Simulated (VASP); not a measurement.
The system is Ti.

```
Ti
1.0
    -1.64100    1.64100    1.64100
     1.64100   -1.64100    1.64100
     1.64100    1.64100   -1.64100
Ti
1
Direct
  0.00000 0.00000 0.00000
```

This isn't the form of Ti at room conditions, which is hcp.

| Property | Result |
| --- | --- |
| Program | VASP 6.6.1 |
| Task | relaxation of cell and atoms |
| Functional | PBEsol |
| Potentials or basis | VASP PAW PBE potentials, release 64 (Ti_sv) |
| Cutoff | 600 eV |
| k mesh | 16 × 16 × 16 |
| Occupations | methfessel-paxton, width 0.1 eV |
| Spin | no spin polarisation |

At the start: pressure -7.2 GPa; volume 17.68 Å³/atom.

**Question.** How do energy, volume and symmetry change on relaxing?

**Answer.** Over 3 steps the energy falls by 28.6 meV/atom and the volume is 16.47 Å³/atom (-6.8 %); space group Im-3m (No. 229, to 0.05 Å).

Step by step:
| step | energy change (eV) | largest force (eV/Å) | pressure (GPa) | volume (Å³) |
| --- | --- | --- | --- | --- |
| 1 | 0.0000 | 0.0000 | -7.16 | 17.68 |
| 2 | -0.0161 | 0.0000 | 5.65 | 15.73 |
| 3 | -0.0286 | 0.0000 | 0.01 | 16.47 |

Final structure:
```
CELL_PARAMETERS angstrom
-1.60275 1.60275 1.60275
1.60275 -1.60275 1.60275
1.60275 1.60275 -1.60275
ATOMIC_POSITIONS crystal
Ti 0.00000 0.00000 0.00000
```

Caveat: the PAW data sets were made with another functional, which shifts forces and pressure a little.
